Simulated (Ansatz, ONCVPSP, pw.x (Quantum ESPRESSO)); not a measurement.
## pw.x on fcc Ga: one setting changed

Potential: optimised norm-conserving Vanderbilt (ONCV), ONCVPSP 4.0.1.1 (patched build), PBE; core [Ar] 3d10, reference 4s2 4p1; waves: 4s: rc 1.48 bohr, ncon 4, nbas 9, qcut 3.9 1/bohr, 2 projectors, debl 2.3 Ha; 4p: rc 2.74 bohr, ncon 3, nbas 7, qcut 2.9 1/bohr, 2 projectors, debl 2.1 Ha; d scattering state at 0.06 Ha: rc 2.88 bohr, ncon 4, nbas 8, qcut 3.3 1/bohr, 2 projectors, debl 1.7 Ha; local part: polynomial inside 1.16 bohr (lpopt 5, dvloc0 0 Ha); core correction: none.

The reference run (k-mesh 13³, cutoffs 110/440 Ry, Fermi–Dirac 0.01 Ry, mixing_beta 0.4, conv_thr 1e-9, no spin) gives 0.10 GPa at 19.025 Å³/atom, where all-electron LAPW gives -0.07 GPa. This run, with its own iteration cap, changes mixing_mode to local-TF.

```
&control
  calculation='scf', prefix='x', pseudo_dir='./', outdir='./tmp', tstress=.true., disk_io='none'
/
&system
  ibrav=0, nat=1, ntyp=1, ecutwfc=110, ecutrho=440, nbnd=8,
  occupations='smearing', smearing='fd', degauss=0.01
/
&electrons
  conv_thr=1e-09, mixing_beta=0.4, electron_maxstep=60, mixing_mode='local-TF'
/
ATOMIC_SPECIES
Ga 1.0 Ga.UPF
CELL_PARAMETERS angstrom
  0.00000000 2.11884029 2.11884029
  2.11884029 0.00000000 2.11884029
  2.11884029 2.11884029 0.00000000
ATOMIC_POSITIONS crystal
Ga 0.0000 0.0000 0.0000
K_POINTS automatic
13 13 13 0 0 0
```

```bash
pw.x < Ga.scf.in > Ga.scf.out
```

Task: How does the run end?

Result: It converges in 7 iterations; the free energy moves by +0.0 meV/atom and the pressure by +0.00 GPa. The result is that of the reference run.

```
Message from routine setup:
     using ibrav=0 with symmetry is DISCOURAGED, use correct ibrav instead
     lattice parameter (alat)  =       5.6626  a.u.
     unit-cell volume          =     128.3871 (a.u.)^3
     number of electrons       =         3.00
     number of Kohn-Sham states=            8
     kinetic-energy cutoff     =     110.0000  Ry
     charge density cutoff     =     440.0000  Ry
     scf convergence threshold =      1.0E-09
     Exchange-correlation= PBE
     number of k points=    84  Fermi-Dirac smearing, width (Ry)=  0.0100
     iteration #  1     ecut=   110.00 Ry     beta= 0.40
     total energy              =      -4.41016563 Ry
     estimated scf accuracy    <       0.00242156 Ry
     iteration #  2     ecut=   110.00 Ry     beta= 0.40
     total energy              =      -4.40995149 Ry
     estimated scf accuracy    <       0.00128643 Ry
     iteration #  3     ecut=   110.00 Ry     beta= 0.40
     total energy              =      -4.40997643 Ry
     estimated scf accuracy    <       0.00000156 Ry
     iteration #  4     ecut=   110.00 Ry     beta= 0.40
     total energy              =      -4.40998177 Ry
     estimated scf accuracy    <       0.00000022 Ry
     iteration #  5     ecut=   110.00 Ry     beta= 0.40
     total energy              =      -4.40998184 Ry
     estimated scf accuracy    <       0.00000003 Ry
     iteration #  6     ecut=   110.00 Ry     beta= 0.40
     total energy              =      -4.40998185 Ry
     estimated scf accuracy    <          1.7E-09 Ry
     iteration #  7     ecut=   110.00 Ry     beta= 0.40
     the Fermi energy is     5.8183 ev
!    total energy              =      -4.40998185 Ry
     estimated scf accuracy    <          1.4E-10 Ry
     smearing contrib. (-TS)   =      -0.00177811 Ry
     The total energy is F=E-TS. E is the sum of the following terms:
     one-electron contribution =       2.27567267 Ry
     hartree contribution      =       0.02121633 Ry
     xc contribution           =      -1.55231155 Ry
     ewald contribution        =      -5.15278118 Ry
     convergence has been achieved in   7 iterations
          total   stress  (Ry/bohr**3)                   (kbar)     P=        0.99
     Message from routine punch:
     Nothing written, as per user request (disk_io='none')
```

The run took about 18 s on one core of a shared host (Neoverse-V2, 32 threads, 247 GiB, load 11).
